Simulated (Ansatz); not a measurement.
# SnO2 (R-3m) in Ansatz: a series of runs

One crystal, SnO2, is run at these levels: HSE06, PBE0; tasks: band structure.

All numbers are computed with Ansatz 0.2.0; they aren't measurements. Logs are shortened: lines on timing, memory, paths and dates and some standing lists are left out, and cuts for length are marked.

## Step 1: The structure

Symmetry: R-3m, No. 166, trigonal system. The conventional cell has a = 3.234 Å, b = 3.234 Å, c = 14.402 Å, α = 90.00°, β = 90.00°, γ = 120.00°. Sn (site symmetry -3m) is surrounded by 6 O at 2.13 Å. O (site symmetry 3m) is surrounded by 3 Sn at 2.13 Å.

Measurements of this composition are mostly on another form, of space group No. 136.

## Step 2: Band structure, HSE06

Contents of input:

```
crystal:
  lattice:
    - [1.6170930752, 0.9336291223, 4.800592584]
    - [-1.6170930752, 0.9336291223, 4.800592584]
    - [0.0, -1.8672582446, 4.800592584]
  atoms:
    - { symbol: Sn, position: [0.5, 0.5, 0.5] }
    - { symbol: O, position: [0.76283, 0.76283, 0.76283] }
    - { symbol: O, position: [0.23717, 0.23717, 0.23717] }
hamiltonian:
  xc: hse06
  pseudopotentials: { kind: paw }
kpoints:
  mp_grid: { grid: [8, 8, 8] }
  band_path:
    path:
      - [[0.0, 0.0, 0.0], [0.5, 0.0, 0.0], [0.5, 0.1918821804, -0.1918821804]]
      - [[0.8081178196, 0.5, 0.1918821804], [0.5, 0.5, 0.5], [0.0, 0.0, 0.0], [0.3459410902, 0.0, -0.3459410902]]
      - [[0.6540589098, 0.3459410902, 0.0], [0.5, 0.5, 0.0], [0.6540589098, 0.6540589098, 0.1918821804], [0.5, 0.5, 0.5]]
      - [[0.5, 0.0, 0.0], [0.8081178196, 0.3459410902, 0.3459410902]]
    npoints: 4
scf:
  occupations: { method: fermi_dirac, width: 0.05 }
  n_extra_bands: 7
output:
  forces: true
  stress: true
  eigenvalues: true
  fatbands: false
```

Potentials or basis: Ansatz PAW.

What it wrote:

```text
Warning: output.stress: scf.convergence.dr2_threshold = 1e-7 eV (the SCF's general default) is looser than the 3e-10 eV advised for a printed stress (1e-10 eV for each atom of the cell: 3). What an SCF threshold leaves in a stress goes as its square root, and in the free energy as the threshold itself, and one threshold admits the most on a small cell: of the crystals measured, under no hybrid functional and no lock of the moments, on runs that ended without the residual-converged pass, on stresses that held no estimate of that error, the worst erred by over 100 MPa in a component at 1e-7 eV an atom and by under 5 at 1e-10. Set scf.convergence.dr2_threshold to 3e-10 eV or tighter. The threshold is an SCF's pass mark: one that does not reach it within its budget of iterations ends unconverged, or closes short of it on a stop that the run arms, and scf.convergence.dr2_threshold's page says what that costs each kind of run
Warning: output.stress: scf.exx.energy_threshold = 1e-6 eV is looser than the 3e-8 eV advised for a stress under a hybrid functional (1e-8 eV for each atom of the cell: 3). Every SCF of the exchange loop can meet its threshold on dr2 while the loop round them stops early: no threshold on dr2 bounds what that leaves in the stress. Set scf.exx.energy_threshold to 3e-8 eV or tighter. The threshold is the loop's pass mark: a loop that does not reach it within its budget of cycles ends unconverged, and scf.exx.energy_threshold's page has the law
basis.fft_grid_basis auto: the FFT boxes are laid along the combinations [[1, 0, -1], [0, 1, -1], [0, 0, 1]] of the cell's own vectors, 3.234, 3.234 and 5.151 Å long. The dense box has 24×24×36 points. Along the cell's own vectors, as sized, it would have 36×36×36, 2.25 times as many. Of the 12 symmetry operations that the crystal satisfies within crystal.symmetry.tolerance (time reversal apart; of a slab, those that keep its plane) the dense box along the cell's own vectors carries 12, and the one as laid loses 8 of those. basis.fft_grid_basis: typed keeps the cell's own vectors: state it where this run's energies or levels are differenced outside the engine with another run's, or held beside a run that keeps those vectors.
scf.n_extra_bands = 7 over 13 filled bands (N_el = 26.0): the run solves 20 bands
GPUs: using 1 of 1 available (devices: 1).
Engine: ansatz 0.2.0, x86_64-unknown-linux-gnu
Pseudopotentials: kind: paw
Pseudopotential: Sn, paw, valence charge 14, recommended cutoff 420 eV (normal), Sn.paw.azcp
Pseudopotential: O, paw, valence charge 6, recommended cutoff 420 eV (normal), O.paw.azcp
Functional definition: HSE06
  parameter a = 0.25
  parameter omega = 0.11/bohr
  exchange = pbe_x - a*pbe_x_sr(omega) + a*exact_x_sr(omega)
  correlation = pbe_c
device memory: the entry about to start is reckoned to put 1.1 GiB on a device that reports 43.9 GiB free (of which the cap on the GPU budget leaves the run 18.0 GiB)
GPU FFT provider: cuFFT
GPU libraries: cuBLAS 13.8.2, cuFFT 12.4.0, cuSOLVER 12.3.4
Crystal: 3 atoms, lattice volume = 43.487 Å³
Basis set: ecut = 420 eV, 863 PW (Γ), FFT grids on a1−a3, a2−a3, a3, exchange–correlation on 48×48×72 points (8 copies of the dense FFT grid, shifted against one another)
Bands: 20, of which v1, the nominal top of the filled ones, is band 13 counted from 1 (12 counted from 0)
Symmetry: 12 space group operations
Space group: R-3m (ITA 166), of the structure as read, at distance tolerance 3.5e-5 Å
k-points: 65 of 512
Non-local potential: Sn, projectors of the file, l = 0: 2, l = 1: 2, l = 2: 2, l = 3: 2
Non-local potential: O, projectors of the file, l = 0: 2, l = 1: 2, l = 2: 1
PAW form: soft (Blöchl's): semilocal exchange-correlation on the pseudo side does not see the compensation charge
PAW frozen core: Sn, regenerated for the run's functional, and the local potential with it (the file was generated under x = pbe(κ = 0.804, μ = 0.2195149727645171), c = pbe(β = 0.06672455060314922))
PAW frozen core: O, regenerated for the run's functional, and the local potential with it (the file was generated under x = pbe(κ = 0.804, μ = 0.2195149727645171), c = pbe(β = 0.06672455060314922))
PAW one-centre angular grid: Sn, 590 points (default); XC on 64 Gauss nodes
PAW one-centre angular grid: O, 110 points (default); XC on 96 Gauss nodes
Initial density: superposition of atomic densities (neutral atoms: chi_scale 0, normalization atom), corrected by the library's trained network
Initial wavefunctions: pseudopotential atomic-orbital guess
GPU buffer pool allocated for 20736 grid points (all kernels)
GPU transforms: local potential and band sums: pruned to the plane-wave sphere, on 24×24×36
Functional: x = pbe(κ = 0.804, μ = 0.2195149727645171), c = pbe(β = 0.06672455060314922), warm-up for x = pbe(κ = 0.804, μ = 0.2195149727645171) + 0.25 (exact − pbe) at short range (hse, ω = 0.20786987370883472 Å⁻¹), c = pbe(β = 0.06672455060314922); HSE06 as pw.x's `hse` composes it (authors' and Libxc's form: `xc: wpbeh`)
SCF iter   1: F=—  HF=-7158.540052 eV  |F-HF|=—  |Δ(HF+E_count)|=         —  Δρ=1.63e-3  dr2=5.28e-4  ethr=1.77e-3  ⟨swp⟩=10.8  Hψ=6353  notcnv=0
preconditioner: auto → none  [insulator: Δε(μ)=1.937 eV  Ē_g=21.984 eV  σ=0.050 eV  W_gap=1.00  n_scr=14 (ndim 8)  ℏωp=28.7 eV  f_vac=0.168  D(μ)=0.00/eV (n_scr^D=0)]
SCF iter   2: F=-7158.541412 eV  HF=-7158.541268 eV  |F-HF|=1.45e-4  |Δ(HF+E_count)|=   1.22e-3  Δρ=9.06e-4  dr2=1.39e-4  ethr=2.03e-6  ⟨swp⟩=5.2  Hψ=4554  notcnv=0  defer=5
SCF 1 stopped early in 2 iterations: F = -7158.541412 eV  dr2 = 1.39e-4
device memory: the entry about to start is reckoned to put 1.7 GiB on a device that reports 43.5 GiB free (of which the cap on the GPU budget leaves the run 18.0 GiB)
GPU FFT provider: cuFFT
GPU libraries: cuBLAS 13.8.2, cuFFT 12.4.0, cuSOLVER 12.3.4
Initial density: handed on by an earlier stage of this run
Initial wavefunctions: those handed on with the density
GPU buffer pool allocated for 20736 grid points (all kernels)
GPU transforms: local potential and band sums: pruned to the plane-wave sphere, on 24×24×36
Functional: x = pbe(κ = 0.804, μ = 0.2195149727645171) + 0.25 (exact − pbe) at short range (hse, ω = 0.20786987370883472 Å⁻¹), c = pbe(β = 0.06672455060314922); HSE06 as pw.x's `hse` composes it (authors' and Libxc's form: `xc: wpbeh`)
Exchange kernel: α = 0.2500, screened, ω = 0.2079 Å⁻¹, Wigner–Seitz truncation, v(0) = 1046.8855 eV·Å³, q-mesh 8×8×8, nearest image of the exchange supercell L = 25.87 Å, pair-density grid 20×20×36, without the augmentation charges, whose exchange is taken in its separable form by FFT convolution over the k-point mesh (the finest that the files' search goes to), smooth part of the exact exchange by density-matrix convolution in up to 7.17 GiB of GPU memory as planned if the GPU has room (build and FFT work areas not counted)
Frozen-core exchange: fock
SCF iter   1: F=—  HF=-7162.111115 eV  |F-HF|=—  |Δ(HF+E_count)|=         —  Δρ=1.02e-2  dr2=3.70e-2  ethr=5.35e-6  ⟨swp⟩=6.0  Hψ=5978  notcnv=0
preconditioner: auto → none  [insulator: Δε(μ)=3.466 eV  Ē_g=24.621 eV  σ=0.050 eV  W_gap=1.00  n_scr=14 (ndim 8)  ℏωp=28.7 eV  f_vac=0.167  D(μ)=0.00/eV (n_scr^D=0)]
SCF iter   2: F=—  HF=-7162.101404 eV  |F-HF|=—  |Δ(HF+E_count)|=   9.71e-3  Δρ=6.03e-3  dr2=7.24e-3  ethr=5.35e-6  ⟨swp⟩=4.0  Hψ=4298  notcnv=0
SCF iter   3: F=—  HF=-7162.112886 eV  |F-HF|=—  |Δ(HF+E_count)|=   1.15e-2  Δρ=3.04e-3  dr2=3.20e-3  ethr=5.35e-6  ⟨swp⟩=4.0  Hψ=3224  notcnv=0  defer=1
iter 4 solved again at ethr=4.46e-7 eV; its pass at ethr=5.35e-6 eV (dr2=1.16e-4 eV) is discarded
SCF iter   4: F=—  HF=-7162.111953 eV  |F-HF|=—  |Δ(HF+E_count)|=   9.33e-4  Δρ=5.60e-4  dr2=1.94e-4  ethr=4.46e-7  ⟨swp⟩=2.5  Hψ=4333  notcnv=0
SCF iter   5: F=—  HF=-7162.112232 eV  |F-HF|=—  |Δ(HF+E_count)|=   2.79e-4  Δρ=4.93e-4  dr2=1.07e-4  ethr=4.42e-7  ⟨swp⟩=2.0  Hψ=2147  notcnv=0
SCF iter   6: F=-7162.112205 eV  HF=-7162.112205 eV  |F-HF|=3.90e-7  |Δ(HF+E_count)|=   2.73e-5  Δρ=6.03e-5  dr2=9.46e-7  ethr=3.55e-7  ⟨swp⟩=3.0  Hψ=2493  notcnv=0
SCF 2 stopped early in 6 iterations: F = -7162.112205 eV  dr2 = 9.46e-7
  Residual-converged pass: ⟨swp⟩=4.3  Hψ=3669  notcnv=0  max |occ|·‖R‖ = 6.7e-6 eV (tolerance 6.7e-6 eV)  dr2=1.10e-6  dr2_onsite=2.03e-7  max |Δocc| = 4.9e-19
hybrid outer 1: dexx = +1.415e-2 eV, tail = 5.45e-5 eV
GPU FFT provider: cuFFT
GPU libraries: cuBLAS 13.8.2, cuFFT 12.4.0, cuSOLVER 12.3.4
GPU buffer pool allocated for 20736 grid points (all kernels)
GPU transforms: local potential and band sums: pruned to the plane-wave sphere, on 24×24×36
Exchange kernel: α = 0.2500, screened, ω = 0.2079 Å⁻¹, Wigner–Seitz truncation, v(0) = 1046.8855 eV·Å³, q-mesh 8×8×8, nearest image of the exchange supercell L = 25.87 Å, pair-density grid 20×20×36, without the augmentation charges, whose exchange is taken in its separable form by FFT convolution over the k-point mesh (the finest that the files' search goes to), smooth part of the exact exchange by density-matrix convolution in up to 7.17 GiB of GPU memory as planned if the GPU has room (build and FFT work areas not counted)
Frozen-core exchange: fock
SCF iter   1: F=—  HF=-7162.111946 eV  |F-HF|=—  |Δ(HF+E_count)|=         —  Δρ=3.94e-5  dr2=4.04e-7  ethr=1.05e-6  ⟨swp⟩=4.2  Hψ=3382  notcnv=0
preconditioner: auto → none  [insulator: Δε(μ)=3.456 eV  Ē_g=24.664 eV  σ=0.050 eV  W_gap=1.00  n_scr=14 (ndim 8)  ℏωp=28.7 eV  f_vac=0.173  D(μ)=0.00/eV (n_scr^D=0)]
SCF iter   2: F=—  HF=-7162.111947 eV  |F-HF|=—  |Δ(HF+E_count)|=   8.02e-7  Δρ=2.45e-5  dr2=1.14e-7  ethr=1.47e-9  ⟨swp⟩=4.2  Hψ=3840  notcnv=0
SCF iter   3: F=—  HF=-7162.111947 eV  |F-HF|=—  |Δ(HF+E_count)|=   3.80e-8  Δρ=7.07e-6  dr2=8.88e-9  ethr=4.26e-10  ⟨swp⟩=3.1  Hψ=2561  notcnv=0
SCF iter   4: F=-7162.111947 eV  HF=-7162.111947 eV  |F-HF|=6.40e-9  |Δ(HF+E_count)|=   4.06e-8  Δρ=5.34e-6  dr2=7.73e-9  ethr=2.39e-11  ⟨swp⟩=5.0  Hψ=4577  notcnv=0  defer=4
SCF 3 converged in 4 iterations: F = -7162.111947 eV  dr2 = 7.73e-9
  Residual-converged pass: ⟨swp⟩=3.0  Hψ=2720  notcnv=0  max |occ|·‖R‖ = 5.2e-7 eV (tolerance 5.4e-7 eV)  dr2=7.73e-9  dr2_onsite=6.60e-10  max |Δocc| = 3.4e-26
hybrid outer 2: dexx = +3.132e-7 eV, tail = 2.29e-8 eV, Δε = 4.35e-3 eV (about 1.49e-4 eV left of the loop's levels), ΔF = 1.55e-2 eV/Å (tail 1.38e-3)
GPU FFT provider: cuFFT
GPU libraries: cuBLAS 13.8.2, cuFFT 12.4.0, cuSOLVER 12.3.4
GPU buffer pool allocated for 20736 grid points (all kernels)
GPU transforms: local potential and band sums: pruned to the plane-wave sphere, on 24×24×36
Exchange kernel: α = 0.2500, screened, ω = 0.2079 Å⁻¹, Wigner–Seitz truncation, v(0) = 1046.8855 eV·Å³, q-mesh 8×8×8, nearest image of the exchange supercell L = 25.87 Å, pair-density grid 20×20×36, without the augmentation charges, whose exchange is taken in its separable form by FFT convolution over the k-point mesh (the finest that the files' search goes to), smooth part of the exact exchange by density-matrix convolution in up to 7.17 GiB of GPU memory as planned if the GPU has room (build and FFT work areas not counted)
Frozen-core exchange: fock
SCF iter   1: F=—  HF=-7162.111946 eV  |F-HF|=—  |Δ(HF+E_count)|=         —  Δρ=4.92e-6  dr2=8.19e-9  ethr=4.41e-10  ⟨swp⟩=4.5  Hψ=3053  notcnv=0
SCF iter   2: F=-7162.111946 eV  HF=-7162.111946 eV  |F-HF|=1.64e-11  |Δ(HF+E_count)|=   2.14e-9  Δρ=7.38e-7  dr2=1.47e-10  ethr=3.01e-11  ⟨swp⟩=3.0  Hψ=2547  notcnv=0
SCF 4 converged in 2 iterations: F = -7162.111946 eV  dr2 = 1.47e-10
  Residual-converged pass: ⟨swp⟩=3.5  Hψ=3030  notcnv=0  max |occ|·‖R‖ = 5.1e-7 eV (tolerance 5.1e-7 eV)  dr2=1.45e-10  dr2_onsite=4.42e-11  max |Δocc| = 5.6e-25
hybrid outer 3: dexx = +4.442e-10 eV, tail = 4.07e-10 eV, Δε = 1.18e-4 eV (about 2.17e-5 eV left of the loop's levels), ΔF = 4.56e-5 eV/Å (tail 3.12e-4)
device memory: the entry about to start is reckoned to put 0.4 GiB on a device that reports 48.3 GiB free (of which the cap on the GPU budget leaves the run 18.0 GiB)
NSCF: frozen V_eff on 40 k-points, pencils in batches of 32, up to order 88
hybrid SCF converged: 3 outer / 12 inner (+2 warm-up), last move |dexx| = 4.44e-10 eV, tail = 4.07e-10 eV
Stability not checked: this state was not tested for a lower state beside it, because the functional holds exact exchange (a hybrid, or Hartree-Fock), whose exchange loop this test does not read (fock_operator; see scf.lower_state_search)
Free energy (F): -7162.111946 eV
Frozen-core exchange: fock
Harris-Foulkes:  -7162.111946 eV  (|F-HF|=1.64e-11)
Internal energy: -7162.111946 eV  (E = F + TS)
E sigma→0 (E₀):  -7162.111946 eV
Fermi energy:    6.680433 eV
--- Per-component energies (eV) ---
  E_band       = -185.244876
  E_kinetic    = 538.274741
  E_local      = -1977.146736  (includes V_loc(G=0)·N_el)
  E_nonlocal   = 63.222924
  E_hartree    = 984.213207
  E_xc         = -415.812127
  E_vxc        = -223.421933  (∫ρ·V_xc dr)
  E_exx        = -75.331219  (= α·E_x^exact, valence–valence)
  E_paw        = -4503.244850  (= ΣΔE_a)
  E_vpaw       = -403.942620  (= ΣTr[D̂ρ^β])
  E_aug_tail   = 0.004759  (compensation charges beyond the density's cutoff)
  E_ewald      = -1776.498197
  E_core_change = 0.205553  (= ΣΔE_core)
  E_smearing   = -0.000000  (= −TS)
  E_closure    = -0.000001  (closes the sum)
  Σ components = -7162.111946   (vs F -7162.111946, Δ=9.09e-13)
--- Forces (eV/Å), atoms counted from 1 ---
  atom   1  Sn     0.00000000     0.00000000     0.00000000
  atom   2  O      0.00000000     0.00000000     0.88806136
  atom   3  O     -0.00000000    -0.00000000    -0.88806136
  max |Σ_I F_I| component: 3.37e-29 eV/Å
--- Stress (GPa, compression-positive) ---
       -9.664371       0.000000      -0.000000
       -0.000000      -9.664371       0.000000
       -0.000000       0.000000      -6.752875
  P = ⅓ Tr σ = -8.6939 GPa (-86.939 kbar)
--- Band table (eV; the first three rows and the last of 65) ---
  k-point 0: bands = ["-16.5589", "-16.3672", "-16.3672", "-16.1387", "-16.1387", "-14.5349", "-12.7310", "0.7445", "3.6942", "3.6942", "4.0682", "4.0682", "4.7430", "8.3020", "12.2532", "17.8811", "17.8811", "18.4485", "23.8937", "23.8937"]
  k-point 1: bands = ["-16.5411", "-16.4606", "-16.3390", "-16.1625", "-16.1362", "-14.4246", "-12.4967", "0.5907", "2.8328", "3.2836", "3.7038", "4.2442", "4.8027", "9.2240", "12.8954", "16.5639", "18.2459", "19.0594", "21.6050", "23.9888"]
  k-point 2: bands = ["-16.8466", "-16.3315", "-16.2903", "-16.1890", "-16.1093", "-14.0796", "-12.0177", "-0.1335", "1.7528", "2.6275", "3.1198", "4.3618", "4.7062", "10.8393", "14.0214", "15.6511", "19.0260", "19.1344", "20.0715", "23.7791"]
  k-point 64: bands = ["-16.5587", "-16.3669", "-16.3669", "-16.1386", "-16.1386", "-14.4277", "-12.8773", "1.2082", "3.5919", "3.6248", "3.6248", "4.1237", "4.1237", "9.5911", "12.1361", "18.0804", "18.0804", "18.7274", "23.2406", "24.1237"]
```

It took 1.9 min on 1 × NVIDIA H100 80GB HBM3 with 2 threads of AMD EPYC 7R13 (Zen 3), shared host; peak memory 4.3 GiB.

Results:

```
Free energy             : -7162.1119 eV
Pressure                : -8.7 GPa
Largest force           : 0.888 eV/Å
Band gap on the k mesh  : 3.46 eV, indirect (least direct gap 3.56 eV)
Band gap along the path : 3.45 eV, indirect (least direct gap 3.56 eV)
```

Forces in eV/Å, atoms in the order of the input:
```
Sn   0.000  0.000  0.000
O    0.000  0.000  0.888
O    0.000  0.000 -0.888
```

Levels at the corners of the path, in eV from the valence-band top:
```csv
point,band 11,band 12,band 13,band 14,band 15,band 16
Γ,-0.78,-0.78,-0.11,3.45,7.40,13.03
L,-1.56,-0.60,-0.45,7.18,9.56,12.12
B1,-2.50,-0.28,-0.26,7.95,11.36,11.82
B,-2.50,-0.28,-0.26,7.95,11.36,11.82
Z,-1.23,-0.73,-0.73,4.74,7.28,13.23
Γ,-0.78,-0.78,-0.11,3.45,7.40,13.03
X,-2.58,-0.28,-0.27,7.98,11.37,12.26
Q,-2.58,-0.28,-0.27,7.98,11.37,12.26
F,-1.20,-0.30,-0.04,6.87,8.69,12.92
P1,-1.24,-0.34,-0.23,6.94,8.96,12.47
Z,-1.23,-0.73,-0.73,4.74,7.28,13.23
L,-1.56,-0.60,-0.45,7.18,9.56,12.12
P,-1.24,-0.34,-0.23,6.94,8.96,12.47
```

Caveat: the pressure holds a Pulay correction of +0.6 GPa for the finite cutoff; spin-orbit coupling is left out, which moves the levels of the heavy elements; the PAW data sets come from PBE, with cores solved anew for the run's functional, which leaves a small shift of forces and pressure; the thresholds are loose for stress.

(Continued in part 2 of 2.)
